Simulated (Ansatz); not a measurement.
An Ansatz run on BaHfO₃ in the cubic perovskite structure left the output below. The cell was relaxed with r2SCAN and then strained, so it isn't that functional's minimum.

The cell:
```cif
data_structure
_symmetry_space_group_name_H-M 'P 1'
_symmetry_Int_Tables_number 1
_cell_length_a 4.1771
_cell_length_b 4.1771
_cell_length_c 4.1771
_cell_angle_alpha 90.000
_cell_angle_beta 90.000
_cell_angle_gamma 90.000
_cell_volume 72.88
loop_
_atom_site_label
_atom_site_type_symbol
_atom_site_fract_x
_atom_site_fract_y
_atom_site_fract_z
_atom_site_occupancy
Ba1 Ba 0.00000 0.00000 0.00000 1
Hf1 Hf 0.50000 0.50000 0.50000 1
O1 O 0.50000 0.50000 0.00000 1
O2 O 0.50000 0.00000 0.50000 1
O3 O 0.00000 0.50000 0.50000 1
```

Output, abridged:
```
scf.n_extra_bands = 5 over 27 filled bands (N_el = 54.0): the run solves 32 bands
Pseudopotential: Ba, paw, valence charge 10, recommended cutoff 420 eV (normal)
Pseudopotential: Hf, paw, valence charge 26, recommended cutoff 420 eV (normal)
Pseudopotential: O, paw, valence charge 6, recommended cutoff 420 eV (normal)
Functional definition: PBE
Crystal: 5 atoms, lattice volume = 72.881 Å³
Basis set: ecut = 420 eV, 1365 PW (Γ)
Bands: 32, of which v1, the nominal top of the filled ones, is band 27 counted from 1 (26 counted from 0)
Symmetry: 48 space group operations
Space group: Pm-3m (ITA 221)
k-points: 20 of 216
preconditioner: auto → Resta (q_TF=auto, 2.595 Å⁻¹)  ε∞=4.5  [insulator: Δε(μ)=3.654 eV  σ=0.020 eV  ℏωp=31.4 eV]
SCF 1 converged in 6 iterations: F = -23382.413260 eV  dr2 = 4.26e-8
NSCF: frozen V_eff on 4 k-points
Free energy (F): -23382.413260 eV
Fermi energy:    13.381287 eV
--- Per-component energies (eV) ---
  E_band       = -44.654235
  E_kinetic    = 1118.524051
  E_local      = -8013.896506
  E_nonlocal   = -1041.751114
  E_hartree    = 3650.194094
  E_xc         = -692.503483
  E_vxc        = -688.250510
  E_paw        = -12627.865364
  E_vpaw       = 1280.316403
  E_ewald      = -5775.122392
--- Forces (eV/Å), atoms counted from 1 ---
  atom   1  Ba      0.00000      0.00000      0.00000
  atom   2  Hf      0.00000      0.00000      0.00000
  atom   3  O       0.00000      0.00000      0.00000
  atom   4  O       0.00000      0.00000      0.00000
  atom   5  O       0.00000      0.00000      0.00000
--- Stress (GPa, compression-positive) ---
        3.383486       0.000000       0.000000
        0.000000       3.383486       0.000000
        0.000000       0.000000       3.383486
  P = ⅓ Tr σ = 3.3835 GPa (33.835 kbar)
--- Band table (eV; the first three rows and the last of 20) ---
  k-point 0: bands = […, 10.5887, 10.5887, 10.5887, 11.4325, 11.4325, 11.4325, 15.2048, 15.2048, 15.2048, 16.3309, …]
  k-point 1: bands = […, 10.3474, 10.3474, 10.4050, 10.7792, 11.3256, 11.3256, 15.3045, 15.8325, 15.8325, 16.7506, …]
  k-point 2: bands = […, 9.9781, 9.9781, 10.0414, 10.0851, 11.1788, 11.1788, 15.5343, 17.1309, 17.1309, 17.6287, …]
  k-point 19: bands = […, 9.0810, 9.0810, 9.0810, 11.5399, 11.5399, 11.5399, 17.6643, 17.6643, 17.6643, 19.3765, …]
```

The file bands.tsv (bands near the Fermi energy, numbered from 0, rounded):
```tsv
# k_distance	band_22	band_23	band_24	band_25	band_26	band_27	band_28	band_29	band_30
# fermi_ev = 13.381287
# [0, 0, 0] at k_distance = 0.000000
# [0, 0.5, 0] at k_distance = 0.752106
# [0.5, 0.5, 0] at k_distance = 1.504213
# [0.5, 0.5, 0.5] at k_distance = 2.256319
# levels_relative_to = fermi_ev
0.000	-2.793	-2.793	-1.949	-1.949	-1.949	1.823	1.823	1.823	2.950
0.752	-3.539	-3.539	-3.440	-2.257	-2.257	2.289	4.543	4.543	4.736
1.504	-4.203	-2.773	-2.708	-2.708	-1.890	4.466	4.466	4.826	5.165
2.256	-4.300	-4.300	-1.841	-1.841	-1.841	4.283	4.283	4.283	5.995
```
In order the rows are Γ, X, M, R.

**Question.** Write the input file that gave this output.

**Answer.**
```yaml
crystal:
  # lattice and atoms as above
kpoints:
  mp_grid: { grid: [6, 6, 6] }
  band_path:
    path: [[0.0, 0.0, 0.0], [0.0, 0.5, 0.0], [0.5, 0.5, 0.0], [0.5, 0.5, 0.5]]
    npoints: 1
hamiltonian:
  xc: pbe
scf:
  occupations: { method: fermi_dirac, width: 0.02 }
  n_extra_bands: 5
output:
  forces: true
  stress: true
  eigenvalues: true
```
A single point prints forces and stress when the output block asks for them. Not every key shows in the log; this is the file that was used, less any keys that only write grids.

Run as `ansatz run input.yaml --threads 2 --pin off --max-ram 29491MiB --backend cpu --events-out ev --progress --plain --runs-dir out`. Wall time 1.6 s on 2 threads of AMD EPYC 7R13 Processor (Zen 3), with other jobs on the host, load about 0.7 per core; peak host memory 0.52 GiB.

The values are computed, spin-unpolarised, and not measurements.

Spin-orbit coupling is left out, which matters wherever the heavy atoms make up the band edges.
